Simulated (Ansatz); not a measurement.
CsPbI3 (cubic perovskite, Pm-3m), a = 6.3904 Å, b = 6.3904 Å, c = 6.3904 Å, α = 90.00°, β = 90.00°, γ = 90.00°.

Relaxed with PBE.

Task: Which orbitals make up the states near the band edges in PBE (plane waves, PAW; program Ansatz)?

Result: Top 1 eV of the valence band: I 5p 91 %, Pb 6s 6 %. Bottom 1 eV of the conduction band: Pb 6p 76 %, I 5p 11 %, I 5s 6 %, outside the projected shells 6 %. Projections are on Löwdin-orthogonalised atomic valence shells; empty p or d shells of many metals are not among them.

Task: Tabulate the density of states.

Result: States/eV per cell of 5 atoms, in 0.25 eV bins, energy from the valence-band maximum.

| E (eV) | total | I 5p | Pb 6p | Cs 6s |
|---|---|---|---|---|
| -7.85 | 2.15 | 0.37 | 0.01 | 0.00 |
| -7.60 | 2.43 | 0.35 | 0.02 | 0.00 |
| -7.35 | 1.76 | 0.19 | 0.01 | 0.00 |
| -7.10 | 0.59 | 0.04 | 0.00 | 0.00 |
| -6.85 | 0.05 | 0.00 | 0.00 | 0.00 |
| -6.60 | 0.00 | 0.00 | 0.00 | 0.00 |
| -6.35 | 0.00 | 0.00 | 0.00 | 0.00 |
| -6.10 | 0.00 | 0.00 | 0.00 | 0.00 |
| -5.85 | 0.00 | 0.00 | 0.00 | 0.00 |
| -5.60 | 0.00 | 0.00 | 0.00 | 0.00 |
| -5.35 | 0.00 | 0.00 | 0.00 | 0.00 |
| -5.10 | 0.00 | 0.00 | 0.00 | 0.00 |
| -4.85 | 0.00 | 0.00 | 0.00 | 0.00 |
| -4.60 | 0.00 | 0.00 | 0.00 | 0.00 |
| -4.35 | 0.00 | 0.00 | 0.00 | 0.00 |
| -4.10 | 0.00 | 0.00 | 0.00 | 0.00 |
| -3.85 | 0.00 | 0.00 | 0.00 | 0.00 |
| -3.60 | 0.00 | 0.00 | 0.00 | 0.00 |
| -3.35 | 1.35 | 0.90 | 0.43 | 0.00 |
| -3.10 | 5.26 | 3.55 | 1.62 | 0.00 |
| -2.85 | 2.88 | 1.97 | 0.82 | 0.00 |
| -2.60 | 2.30 | 1.64 | 0.56 | 0.01 |
| -2.35 | 3.55 | 2.64 | 0.68 | 0.06 |
| -2.10 | 6.63 | 5.54 | 0.48 | 0.43 |
| -1.85 | 4.25 | 3.95 | 0.14 | 0.08 |
| -1.60 | 8.10 | 7.74 | 0.20 | 0.02 |
| -1.35 | 11.77 | 11.32 | 0.18 | 0.06 |
| -1.10 | 14.49 | 14.05 | 0.15 | 0.06 |
| -0.85 | 9.54 | 8.94 | 0.13 | 0.03 |
| -0.60 | 1.66 | 1.30 | 0.09 | 0.00 |
| -0.35 | 0.22 | 0.15 | 0.02 | 0.00 |
| -0.10 | 0.00 | 0.00 | 0.00 | 0.00 |
| 0.15 | 0.00 | 0.00 | 0.00 | 0.00 |
| 0.40 | 0.00 | 0.00 | 0.00 | 0.00 |
| 0.65 | 0.00 | 0.00 | 0.00 | 0.00 |
| 0.90 | 0.00 | 0.00 | 0.00 | 0.00 |
| 1.15 | 0.00 | 0.00 | 0.00 | 0.00 |
| 1.40 | 0.00 | 0.00 | 0.00 | 0.00 |
| 1.65 | 0.13 | 0.01 | 0.10 | 0.00 |
| 1.90 | 1.39 | 0.13 | 1.09 | 0.00 |
| 2.15 | 2.78 | 0.32 | 2.11 | 0.02 |
| 2.40 | 1.83 | 0.24 | 1.37 | 0.02 |
| 2.65 | 1.37 | 0.23 | 0.98 | 0.01 |
| 2.90 | 1.48 | 0.29 | 1.03 | 0.01 |
| 3.15 | 1.94 | 0.43 | 1.28 | 0.02 |
| 3.40 | 2.58 | 0.48 | 1.27 | 0.53 |
| 3.65 | 1.25 | 0.25 | 0.60 | 0.23 |
| 3.90 | 1.47 | 0.26 | 0.52 | 0.45 |
| 4.15 | 2.11 | 0.33 | 0.62 | 0.69 |
| 4.40 | 5.68 | 0.84 | 1.50 | 1.59 |
| 4.65 | 6.92 | 0.97 | 1.60 | 1.71 |
| 4.90 | 6.51 | 0.57 | 1.04 | 0.41 |
| 5.15 | 9.49 | 0.28 | 0.51 | 0.07 |
| 5.40 | 8.92 | 0.28 | 0.51 | 0.10 |
| 5.65 | 5.59 | 0.10 | 0.16 | 0.04 |

This is a known high-temperature phase of the composition, computed here at zero pressure and temperature. Symmetry was held in the PBE relaxation; of distortions, only those at the zone centre were tested, and some modes there are weakly imaginary. Spin–orbit coupling is left out wherever it is not named.

Potentials: the later of the program's two PAW sets.
